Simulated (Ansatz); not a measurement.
## HfB2: single point with PBE

The system is HfB2.

```
CELL_PARAMETERS angstrom
3.14000 0.00000 0.00000
-1.57000 2.71932 0.00000
0.00000 0.00000 3.48000
ATOMIC_POSITIONS crystal
Hf 0.00407 0.99622 0.99703
B 0.67352 0.34355 0.49131
B 0.31739 0.67513 0.48455
```

The cell isn't the ideal one: atoms moved at random, drawn with an rms of 0.05 Å.

| Quantity | Value |
| --- | --- |
| Program | Ansatz 0.2.0 |
| Task | single point |
| Functional | PBE |
| Potentials or basis | Ansatz PAW |
| Cutoff | 420 eV (not typed: the program's choice for these potentials) |
| k mesh | 10 × 10 × 8 |
| Occupations | fermi-dirac, width 0.05 eV |
| Spin | no spin polarisation |

```json
{
  "Pressure": "2.2 GPa",
  "Largest force": "1.320 eV/Å",
  "Band gap on the k mesh": "none (metal or under the smearing width)"
}
```

Forces in eV/Å, atoms in the order of the input:
```
Hf  -0.677  0.522 -0.492
B   -0.580 -0.397  0.107
B    1.257 -0.125  0.384
```

Stress tensor (GPa, compression positive):
```
 2.38 -0.43  0.48
-0.43  1.91 -0.32
 0.48 -0.32  2.29
```

Levels at points of the mesh, in eV from the Fermi level:
| k point | band 14 | band 15 | band 16 | band 17 | band 18 | band 19 |
| --- | --- | --- | --- | --- | --- | --- |
| (0.00, 0.00, 0.00) | -3.02 | -2.60 | -2.53 | 3.92 | 4.10 | 4.32 |
| (0.00, 0.00, -0.50) | -1.56 | -0.72 | 0.15 | 0.70 | 1.03 | 1.06 |
| (0.00, -0.50, 0.00) | -4.09 | -3.43 | -2.70 | 2.12 | 2.93 | 5.58 |
| (0.00, -0.50, -0.50) | -4.88 | -4.63 | -2.63 | 3.94 | 4.23 | 6.28 |
| (-0.50, 0.00, 0.00) | -3.90 | -3.35 | -2.59 | 1.77 | 2.88 | 5.50 |
| (-0.50, 0.00, -0.50) | -4.83 | -4.79 | -2.46 | 4.03 | 4.20 | 6.28 |
| (-0.50, -0.50, 0.00) | -4.22 | -3.47 | -2.85 | 2.52 | 2.82 | 5.69 |
| (-0.50, -0.50, -0.50) | -4.98 | -4.52 | -2.74 | 3.97 | 4.29 | 6.29 |

It took 11 s on 2 threads of Arm Neoverse V1, on a shared host, peak memory 0.51 GiB.

The run has no spin-orbit coupling, so splittings on Hf are missing.
